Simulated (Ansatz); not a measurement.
Geometry optimisation, DFT PBEsol, scalar-relativistic, plane waves, PAW in Ansatz 0.2.0.

The input (input.yaml):

```yaml
crystal:
  lattice:
    - [-4.788004, -4.866582, 0.0]
    - [4.788004, -4.866582, 0.0]
    - [0.0, 0.0, 6.481796]
  atoms:
    - { symbol: Sn, position: [0.0, 0.5, 0.25] }
    - { symbol: Sn, position: [0.5, 0.5, 0.0] }
    - { symbol: O, position: [0.1935515, 0.4854065, 0.0] }
    - { symbol: O, position: [0.0145935, 0.8064485, 0.25] }
    - { symbol: O, position: [0.9854065, 0.1935515, 0.25] }
    - { symbol: O, position: [0.8064485, 0.5145935, 0.0] }
    - { symbol: Sn, position: [0.0, 0.5, 0.75] }
    - { symbol: Sn, position: [0.5, 0.5, 0.5] }
    - { symbol: O, position: [0.1935515, 0.4854065, 0.5] }
    - { symbol: O, position: [0.0145935, 0.8064485, 0.75] }
    - { symbol: O, position: [0.9854065, 0.1935515, 0.75] }
    - { symbol: O, position: [0.8064485, 0.5145935, 0.5] }
    - { symbol: Sn, position: [0.5, 0.0, 0.25] }
    - { symbol: Sn, position: [0.0, 0.0, 0.0] }
    - { symbol: O, position: [0.6935515, 0.9854065, 0.0] }
    - { symbol: O, position: [0.5145935, 0.3064485, 0.25] }
    - { symbol: O, position: [0.4854065, 0.6935515, 0.25] }
    - { symbol: O, position: [0.3064485, 0.0145935, 0.0] }
    - { symbol: Sn, position: [0.5, 0.0, 0.75] }
    - { symbol: Sn, position: [0.0, 0.0, 0.5] }
    - { symbol: O, position: [0.5145935, 0.3064485, 0.75] }
    - { symbol: O, position: [0.4854065, 0.6935515, 0.75] }
    - { symbol: O, position: [0.6935515, -0.0145935, 0.5] }
total_charge: 2
basis:
  ecutwfc: 420.0
kpoints:
  mp_grid: { grid: [2, 2, 2] }
hamiltonian:
  xc: pbesol
  pseudopotentials: { kind: paw, azcp: { folder: soft_1 } }
scf:
  occupations: { method: fermi_dirac, width: 0.05 }
  lower_state_search: "off"
relax:
  f_tol: 0.03
  max_steps: 60
  adjacent_minimum: "off"
```

Launched with:

```bash
$ ansatz run input.yaml --threads 2 --pin off --max-ram 5120MiB --backend cpu --events-out ev --progress --plain --runs-dir out
```

**Question.** Where does it end, and by what steps?

**Answer.** It converged. Limits of this set-up: coarse k mesh, PAW files made for another functional, no spin, though dangling bonds at a vacancy may carry it, a small cell, in which the defect meets its images, charged cell in a uniform background, uncorrected. After 4 steps the energy has fallen by 1.190 eV; Sn20 moved furthest, 0.24 Å.

| step | energy less start (eV) | largest force component (eV/Å) | accepted |
| --- | --- | --- | --- |
| 0 | 0.0000 | 2.332 | yes |
| 1 | -1.0350 | 0.947 | yes |
| 2 | -1.1672 | 0.293 | yes |
| 3 | -1.1894 | 0.031 | yes |
| 4 | -1.1899 | 0.006 | yes |

```xyz
23
Lattice="-4.7880 -4.8666 0.0000 4.7880 -4.8666 0.0000 0.0000 0.0000 6.4818" Properties=species:S:1:pos:R:3
Sn 2.394 -2.422 1.629
Sn 0.026 -4.843 0.000
O 1.472 -3.340 0.000
O 3.836 -3.985 1.665
O -3.921 -5.808 1.666
O -1.443 -6.349 0.000
Sn 2.394 -2.422 4.853
Sn 0.012 -4.857 3.241
O 1.449 -3.349 3.241
O 3.836 -3.985 4.817
O -3.921 -5.808 4.816
O -1.443 -6.356 3.241
Sn -2.483 -2.522 1.498
Sn -0.085 -0.072 0.000
O 1.361 -8.318 0.000
O -0.938 -3.886 1.634
O 1.005 -5.788 1.635
O -1.499 -1.559 0.000
Sn -2.483 -2.522 4.984
Sn 0.164 0.177 3.241
O -0.938 -3.886 4.848
O 1.005 -5.788 4.847
O -3.193 -3.212 3.241
```

The run took 39 s on 2 threads of Arm Neoverse V1 (shared host), peak memory 0.78 GiB.
